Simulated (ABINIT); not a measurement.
Here is an ABINIT 10.8.3 (patched build) calculation.

Contents of run.abi:

```
# Datasets: one volume each
ndtset 7
getwfk -1
scalecart1 3*0.9795861087
scalecart2 3*0.9864848297
scalecart3 3*0.9932883884
scalecart4 3*1.0000000000
scalecart5 3*1.0066227096
scalecart6 3*1.0131594038
scalecart7 3*1.0196128224

# Pseudopotentials
pp_dirpath "./"
pseudos "Pb.LDA_PW-JTH.xml, S.LDA_PW-JTH.xml"

# Structure
acell 3.653659 3.653659 3.653659 Angstrom
rprim
     1.0000000000     0.0000000000     0.0000000000
     0.0000000000     1.0000000000     0.0000000000
     0.0000000000     0.0000000000     1.0000000000
ntypat 2
znucl 82 16
natom 2
typat 1 2
xred
     0.0000000000     0.0000000000     0.0000000000
     0.5000000000     0.5000000000     0.5000000000

# Plane-wave basis
ecut 22.0
pawecutdg 44.0

# k points
kptopt 1
ngkpt 7 7 7
nshiftk 1
shiftk 0.0 0.0 0.0

# Exchange and correlation
ixc 7

# Bands and occupations
nband 14
occopt 3
tsmear 0.05 eV

# SCF cycle
nstep 100
tolvrs 1.0e-9

# Output
iomode 3
prtwf 1
prtden 0
prteig 0
prtebands 0
enunit 1
```

Potentials or basis: JTH PAW LDA v2.0.

The run is started by

```console
$ abinit run.abi > log 2>&1
```

**Question.** Predict the equilibrium volume.

**Answer.** 22.10 Å³/atom (rough: see the caveat).

**Question.** Predict the bulk modulus.

**Answer.** 65 GPa (rough).

Energy against volume, from the lowest point:
```
volume (Å³/atom)  energy (meV/atom)
          22.924               0.00
          23.411               8.41
          23.899              20.16
          24.387              34.75
          24.874              51.87
          25.362              71.27
          25.850              92.80
```

Caveat: pressures at fixed basis lie under the slope of the energies; the minimum lies outside the volumes run. The run has no spin-orbit coupling, so splittings on Pb are missing.
